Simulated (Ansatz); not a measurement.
Here is an Ansatz 0.2.0 calculation.

input.yaml

```yaml
crystal:
  lattice:
    - [0.0, 2.703, 2.703]
    - [2.703, 0.0, 2.703]
    - [2.703, 2.703, 0.0]
  atoms:
    - { symbol: Ni, position: [0.0, 0.0, 0.0], spin: 1.0 }
    - { symbol: Si, position: [0.75, 0.75, 0.75] }
    - { symbol: Si, position: [0.25, 0.25, 0.25] }
hamiltonian:
  xc: lda
  pseudopotentials: { kind: paw }
magnetization:
  spin_polarized: true
kpoints:
  mp_grid: { grid: [9, 9, 9] }
scf:
  occupations: { method: gaussian, width: 0.05 }
output:
  forces: true
  stress: true
  eigenvalues: true
```

Potentials or basis: Ansatz PAW.

The run is started by

```sh
$ ansatz run input.yaml --threads 2 --pin off --max-ram 5632MiB --backend cpu --events-out ev --progress --plain --runs-dir out
```

Estimate the pressure.

-4.2 GPa.

Estimate the net moment.

0.00 μB per cell.

Caveat: the PAW data sets come from PBE, with cores solved anew for the run's functional, which leaves a small shift of forces and pressure; the starting moments weren't kept.
